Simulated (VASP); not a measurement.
GaS:

```xyz
8
Lattice="3.5850 0.0000 0.0000 -1.7925 3.1047 0.0000 0.0000 0.0000 15.5000" Properties=species:S:1:pos:R:3 pbc="T T T"
Ga    1.7925    1.0349   12.8650
Ga    0.0000    2.0698    5.1150
Ga    1.7925    1.0349   10.3850
Ga    0.0000    2.0698    2.6350
S     1.7925    1.0349    6.2000
S     0.0000    2.0698   13.9500
S     1.7925    1.0349    1.5500
S     0.0000    2.0698    9.3000
```

Program: VASP 6.6.1. Alike in all runs: no spin polarisation; cell as given; k mesh 9 × 9 × 2.

Q: Order these runs on this cell by their band gap on the k mesh, lowest first.
A. level LDA; potentials or basis VASP PAW LDA potentials, release 64 (Ga_d_GW, S_GW); cutoff (eV) 550; smearing gaussian 0.05 eV
B. level rSCAN+D4; potentials or basis VASP PAW PBE potentials, release 64 (Ga_d, S); cutoff (eV) 520; smearing gaussian 0.01 eV
C. level TPSS+D3(BJ); potentials or basis VASP PAW PBE potentials, release 64 (Ga_d, S); cutoff (eV) 520; smearing gaussian 0.01 eV

A: A (1.42 eV), C (1.64 eV), B (1.88 eV).

Caveats: an odd mesh through Γ misses points on the zone boundary, where band edges often lie.
